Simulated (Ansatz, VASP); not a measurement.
# Pd: VASP beside Ansatz

```
CELL_PARAMETERS angstrom
4.63549 0.00000 0.00000
0.00000 4.63482 0.00000
0.00000 0.00000 2.87227
ATOMIC_POSITIONS crystal
Pd 0.24945 0.25000 0.50003
Pd 0.75055 0.75000 0.49997
Pd 0.25055 0.75000 0.00003
Pd 0.74945 0.25000 0.99997
```

Alike in both runs: functional PBE; k mesh 4 × 4 × 6; occupations gaussian, width 0.1 eV; no spin polarisation.

Ansatz relaxed the structure, and its values are those at the end. VASP's run is a single point on that final structure, the one shown.

|  | VASP | Ansatz |
| --- | --- | --- |
| version | VASP 6.6.1 | Ansatz 0.2.0 |
| potentials or method | VASP PAW PBE potentials, release 64 (Pd) | scalar-relativistic, plane waves, PAW |
| plane-wave cutoff (eV) | 520 | 420 |
| valence electrons in the cell | 40 | 72 |

Ansatz gave:

- gap on the k mesh at the Fermi level (eV): none
- pressure (GPa): 0.0

Q: Estimate VASP's values.

A: gap on the k mesh at the Fermi level (eV): none; pressure (GPa): -0.3.

A gap of «none» marks a metal or a gap that the smearing closes. The two sets of potentials don't hold the same shells in valence.

Caveats: the k mesh is coarse (spacing up to 0.36 Å⁻¹), so the values aren't converged.
